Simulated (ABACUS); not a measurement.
Sm:

```
Sm
1.0
    -1.81730    1.81730    2.56099
     1.81730   -1.81730    2.56099
     1.81730    1.81730   -2.56099
Sm
1
Direct
  0.00000 0.00000 0.00000
```

This isn't the form of Sm at room conditions, which is rhombohedral.

| Item | Value |
| --- | --- |
| Program | ABACUS 3.10.1 |
| Task | single point |
| Functional | PBE |
| Potentials or basis | PseudoDojo NC SR 0.4.1 PBE standard, lanthanides 3+ (f in core) |
| Cutoff | 680 eV |
| Density cutoff | 2721 eV |
| Basis | plane waves |
| k mesh | 10 × 10 × 10 |
| Occupations | fermi-dirac, width 0.05 eV |
| Spin | collinear spin, ferromagnetic start |
| Starting moments | [1.0] μB |

On this cell: net moment 0.00 μB per cell; band gap on the k mesh none (metal or under the smearing width).

The same run follows on a disturbed copy (cell strained at random at fixed volume):

```xyz
1
Lattice="-1.8525 1.8093 2.5538 1.8625 -1.8411 2.5835 1.7996 1.7882 -2.5764" Properties=species:S:1:pos:R:3 pbc="T T T"
Sm   -0.0389    0.0333   -0.0253
```

Question: What does the disturbed cell give?

Answer: The energy (extrapolated to zero smearing) moves by +3.2 meV/atom; net moment 0.00 μB per cell; band gap on the k mesh none (metal or under the smearing width).

Caveats: the magnetic or orbital state may not be the lowest; all typed moments are zero, and the program then starts from 1 μB on every atom; spin-orbit coupling is left out, which moves the levels of the heavy elements; the 4f electrons are frozen in the core as for a trivalent ion, so they carry no moment and show no levels.
